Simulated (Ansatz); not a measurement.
# Formation energy and levels of the substitutional impurity C_Al in AlN (P6_3mc), part 2 of 2

Wanted: the transition levels of a substitutional impurity in AlN (P6_3mc), from a cell of 72 host atoms with 1 Al taken out and 1 C put in.

Ansatz; place-levels on r2SCAN runs: charge-transition levels and formation energies with image-charge correction and potential alignment at the atomic sites; PAW set soft_1.

So far: Starting point; What was run first; Levels against the band edges, r2SCAN.

### 3. Levels against the band edges, r2SCAN (continued)

Levels between the charges placed, in eV above the valence top:

|  | gap (eV) | (+1/0) | (0/−1) |
| --- | --- | --- | --- |
| r2SCAN | 4.88 | 3.06 | 4.87 |

Corrections by state:

| charge | moment (μB) | image terms and alignment (eV) | band filling (eV) | ε used | over the lowest of its charge, as the program ranks them, band filling apart (eV) |
| --- | --- | --- | --- | --- | --- |
| +1 | 0.0 | 0.156 | - | principal values (8.15, 8.15, 9.65) | 0.000 |
| 0 | 1.0 | 0.000 | - | - | 0.000 |
| −1 | 0.0 | 0.353 | - | principal values (8.15, 8.15, 9.65) | 0.000 |

The charged structures listed were also run neutral, and place-levels reads from each pair, by the potential or the spins, how wide the charge is by which they differ; that can be the carrier of either run.

| charge | rms radius (Å) | spread where it is widest against the cell (Å) | wide from (Å) | reading |
| --- | --- | --- | --- | --- |
| +1 | 2.9 | 1.90 | 1.40 | wide |
| −1 | 1.4 | 0.94 | 1.40 | narrow |

The neutral runs of these pairs need not share the spin of the lowest neutral state, and very wide values only mean spread over the cell.

From the program's caveats on the states, each cut to its opening words:

- charge +1: it parts from the run at its places by a charge that spreads by about 1.9 Å along one vector (1.4 Å or more is wide), by its potential at epsilon [4.49, 4.49, [...]
- charge +1: its displacements don't fall off away from the defect: farther atoms stand 0.012 Å off the host's places
- charge 0 (1 μB): its displacements don't fall off away from the defect: farther atoms stand 0.022 Å off the host's places
- charge 0 (1 μB): flagged: stability check not made
- charge −1: the far atoms show a dipole or second moment of the defect's charge, for which the correction takes or leaves out 0.143 eV: further moments aren't read, and [...]
- charge −1: its displacements don't fall off away from the defect: farther atoms stand 0.029 Å off the host's places

The host's formation energy from the elements is -1.627 eV per atom; it sets how far the chemical potentials can move.

Limit set by the element alone; other compounds of these elements are not counted. Chemical potentials from the elements' reference states: Al 0.00 eV, N -3.25 eV, C 0.00 eV. Formation energy by charge state (Al-rich; gap 4.88 eV):

| charge | at valence top (eV) | at conduction bottom (eV) | correction included (eV) |
| --- | --- | --- | --- |
| +1 | 4.99 | 9.87 | 0.16 |
| 0 | 8.05 | 8.05 | 0.00 |
| −1 | 12.92 | 8.04 | 0.35 |

(Fermi level (eV), lowest formation energy (eV)): (0.00, 4.99), (0.44, 5.43), (0.89, 5.88), (1.33, 6.32), (1.77, 6.76), (2.22, 7.21), (2.66, 7.65), (3.11, 8.05), (3.55, 8.05), (3.99, 8.05), (4.43, 8.05), (4.88, 8.04)

Limit set by the element alone; other compounds of these elements are not counted. Chemical potentials from the elements' reference states: N 0.00 eV, Al -3.25 eV, C 0.00 eV. Formation energy by charge state (N-rich; gap 4.88 eV):

| charge | at valence top (eV) | at conduction bottom (eV) | correction included (eV) |
| --- | --- | --- | --- |
| +1 | 1.74 | 6.61 | 0.16 |
| 0 | 4.80 | 4.80 | 0.00 |
| −1 | 9.66 | 4.79 | 0.35 |

```json
{"Fermi level (eV)": "0.00", "lowest formation energy (eV)": "1.74"}
{"Fermi level (eV)": "0.44", "lowest formation energy (eV)": "2.18"}
{"Fermi level (eV)": "0.89", "lowest formation energy (eV)": "2.62"}
{"Fermi level (eV)": "1.33", "lowest formation energy (eV)": "3.07"}
{"Fermi level (eV)": "1.77", "lowest formation energy (eV)": "3.51"}
{"Fermi level (eV)": "2.22", "lowest formation energy (eV)": "3.95"}
{"Fermi level (eV)": "2.66", "lowest formation energy (eV)": "4.40"}
{"Fermi level (eV)": "3.11", "lowest formation energy (eV)": "4.80"}
{"Fermi level (eV)": "3.55", "lowest formation energy (eV)": "4.80"}
{"Fermi level (eV)": "3.99", "lowest formation energy (eV)": "4.80"}
{"Fermi level (eV)": "4.43", "lowest formation energy (eV)": "4.80"}
{"Fermi level (eV)": "4.88", "lowest formation energy (eV)": "4.79"}
```

### 4. The same at the relaxations' own k-points

The relaxations' own energies give the levels at their sampling, for comparison.

Input file levels.relax_mesh.yaml:

```yaml
host:
  run: host.relax.run
states: [qm1.relax.run, q0_M1.relax.run, qp1.relax.run]
chemical_potentials:
  Al:
    energy: -540.418346
    dataset: <sha256 of the dataset>
  C:
    energy: -251.553391
    dataset: "<sha256 of the dataset>"
```

The run is started by

```bash
$ ansatz place-levels levels.relax_mesh.yaml -- --threads 4 --pin off --max-ram 7536MiB
```

What it wrote:

```text
(+1/0) 3.116 eV above the valence edge, 1.769 eV under the conduction edge
(0/-1) 4.899 eV above the valence edge, in the conduction band
formation energy of charge +1: +4.975 eV with the Fermi level at the valence edge
formation energy of charge 0: +8.092 eV with the Fermi level at the valence edge
formation energy of charge -1: +12.991 eV with the Fermi level at the valence edge
  edges by r2scan, gap 4.886 eV; the host is sampled to repeats of 13.64 Å
[... the lines on each state left out ...]
```

Elapsed: 0.14 s, on 4 threads of Intel Xeon Platinum 8375C at 2.90GHz (Ice Lake), shared host.

Levels between neighbouring charges, in eV above the valence top:

|  | gap (eV) | (+1/0) | (0/−1) |
| --- | --- | --- | --- |
| one point at (¼, ¼, ¼) | 4.89 | 3.12 | 4.90 |
| a 2×2×2 shifted mesh | 4.88 | 3.06 | 4.87 |

Going from one point at (¼, ¼, ¼) to a 2×2×2 shifted mesh moves the levels that carry no band-filling term by up to 0.06 eV and formation energies against the elements by up to 0.07 eV.

### 5. Outcome

* gap of the host: 4.88 eV (r2SCAN)
* level (plus 1/0): 3.06 eV above the valence top
* level (0/minus 1): 4.87 eV above the valence top
* lowest of the charges placed, just above the valence top (0.02 eV): +1
* lowest of the charges placed, just below the conduction bottom (0.02 eV): 0
* lowest formation energy at mid-gap of the charges run, Al-rich: 7.43 eV
* lowest formation energy at mid-gap of the charges run, N-rich: 4.18 eV

In words: Of the charges placed (−1, 0 and +1), the lowest changes at 3.06 eV (+1/0) above the valence top, in a gap of 4.88 eV. (0/−1) lies 0.01 eV from a band edge, less than the doubt on such levels. Charges above +1 were not placed, so these runs say nothing of levels that involve them. States placed: +1 at 0 μB; 0 at 1 μB; −1 at 0 μB. Other spin states or structures, where not listed, weren't placed. C is taken at its element; compounds, which aren't counted here, bound the chemical potentials and would shift these formation energies. Going from one point at (¼, ¼, ¼) to a 2×2×2 shifted mesh moves the levels that carry no band-filling term by up to 0.06 eV and formation energies against the elements by up to 0.07 eV. Keep in mind: r2SCAN makes the gap too small and tends to spread out bound carriers; where a gas molecule sets a chemical potential or the host's formation energy, its binding is uncorrected; force components of up to 0.18 eV/Å remain in a run at the final settings.

[Logs are printed without paths, hosts, clocks, repeated set-up lines and the standing remarks that a program may print on its own settings, such as how far it seeks lower states.]

[Hosts, paths, dates, database ids (printed as entryN), source tags and the programs' standing remarks are cut or masked in the printed files.]

[Where a table of states has a column of steps, it counts the stored structures, which are thinned; the runs took as many ionic steps or more.]

[A defect's name tells the site on which it was built; relaxed atoms can leave that site.]

[For some hosts the program warned that the k-mesh of the response run may be too coarse for force constants and the static dielectric constant; such warnings are not shown here.]
